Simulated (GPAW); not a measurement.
GaSb:

```
Sb Ga
1.0
     4.32608    0.00000    0.00000
     2.16304    3.74649    0.00000
     2.16304    1.24883    3.53223
Sb Ga
1 1
Direct
  0.75000 0.75000 0.75000
  0.00000 0.00000 0.00000
```

Program: GPAW 26.7.0.

Task: Order these runs on this cell by their pressure, lowest first.
A. level PBE; potentials or basis GPAW PAW data sets (gpaw-data 1.2.1), pw; spin off; cell the cell as VASP's run set it; k mesh 8 × 8 × 8; cutoff (eV) 600; smearing gaussian 0.05 eV; maxiter 150
B. level r2SCAN; potentials or basis GPAW PAW data sets (gpaw-data 1.2.1), pw; spin SOC, no magnetisation; cell as given; k mesh 6 × 6 × 6; cutoff (eV) 600; smearing fermi-dirac 0.05 eV; maxiter 150; band path GXWKGLUWLK,UX; band points 100; spin axis theta (degrees) 54.7
C. level LDA; potentials or basis the program's PAW data sets (release 1.2.1) made for this functional, pw; spin off; cell as given; k mesh 6 × 6 × 6; cutoff (eV) 450; smearing fermi-dirac 0.05 eV; maxiter 120; convergence default

Result: C (-2.6 GPa), B (0.2 GPa), A (2.3 GPa).

Caveats: the cutoff is short for stress and forces, so pressures can be off by a GPa or more (some runs); spin-orbit coupling was added after a scalar SCF, so levels and gaps hold it while energy, forces, pressure and moments don't (some runs); the PAW data sets were made with another functional, which shifts forces and pressure a little (some runs).

Not every run made on this cell is shown here.
